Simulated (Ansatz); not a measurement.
CuO:

```
Cu O
1.0
    -2.34185    1.71130    0.00000
     0.85003    0.00000   -5.05787
    -2.34185   -5.13390    0.00000
Cu O
4 4
Direct
  0.24800 0.00060 0.24330
  0.74800 0.00060 0.74330
  0.99800 0.50060 0.49330
  0.49800 0.50060 0.99330
  0.70720 0.75060 0.28410
  0.20720 0.75060 0.78410
  0.78880 0.25060 0.20250
  0.30482 0.24579 0.75612
```

The cell isn't the ideal one: atom 8 moved 0.30 Å.

| Property | Result |
| --- | --- |
| Program | Ansatz 0.2.0 |
| Task | relaxation of cell and atoms |
| Functional | BLYP |
| Potentials or basis | Ansatz PAW |
| Cutoff | 420 eV (not typed: the program's choice for these potentials) |
| k mesh | 9 × 5 × 5 |
| Occupations | fermi-dirac, width 0.05 eV |
| Spin | no spin polarisation |

At the start: volume 10.13 Å³/atom.

Where does the relaxation end?

It ends after 20 steps and the volume is 11.65 Å³/atom (+14.9 %); space group P4_2/mmc (No. 131, to 0.05 Å).

Step by step:
```
step  energy change (eV)  largest force (eV/Å)  volume (Å³)
   1              0.0000                2.7268        81.08
   2             -0.4806                1.7311        85.93
   3             -0.7426                0.5218        90.07
   4             -0.8120                0.0125        89.97
   5             -0.8141                0.0082        90.12
   6             -0.8143                0.0048        90.11
   7             -0.9774                0.0051        90.11
   8             -1.0525                0.0054        91.89
   9             -1.0604                0.0032        92.90
  10             -1.0630                0.0065        92.64
  11             -1.0627                0.0027        92.69
  12             -1.1024                0.0031        92.69
  13             -1.1122                0.0270        92.93
  14             -1.1121                0.0106        93.11
  15             -1.1120                0.0051        93.13
  16             -1.1174                0.0051        93.13
  17             -1.1181                0.0031        93.17
  18             -1.1183                0.0034        93.17
  19             -1.1184                0.0013        93.19
  20             -1.1184                0.0012        93.19
```

Final structure:
```yaml
crystal:
  lattice:
    - [-2.11324, 2.11547, -0.16651]
    - [0.40730, -0.00018, -5.17950]
    - [-2.11307, -6.34618, -0.16672]
  atoms:
    - { symbol: Cu, position: [0.25000, 0.99999, 0.25000] }
    - { symbol: Cu, position: [0.75000, 0.00001, 0.75000] }
    - { symbol: Cu, position: [0.00001, 0.50000, 0.50000] }
    - { symbol: Cu, position: [0.50000, 0.50000, 0.00000] }
    - { symbol: O, position: [0.75006, 0.74980, 0.25001] }
    - { symbol: O, position: [0.25006, 0.74984, 0.75001] }
    - { symbol: O, position: [0.74993, 0.25017, 0.24999] }
    - { symbol: O, position: [0.24994, 0.25020, 0.74999] }
```

Caveat: the plane-wave basis is chosen anew once the cell has moved, so the energies of steps on either side of that aren't comparable; the pressure holds a Pulay correction of +0.8 GPa for the finite cutoff; the run has no spin polarisation, though such a crystal can be magnetic; the PAW data sets come from PBE, with cores solved anew for the run's functional, which leaves a small shift of forces and pressure.
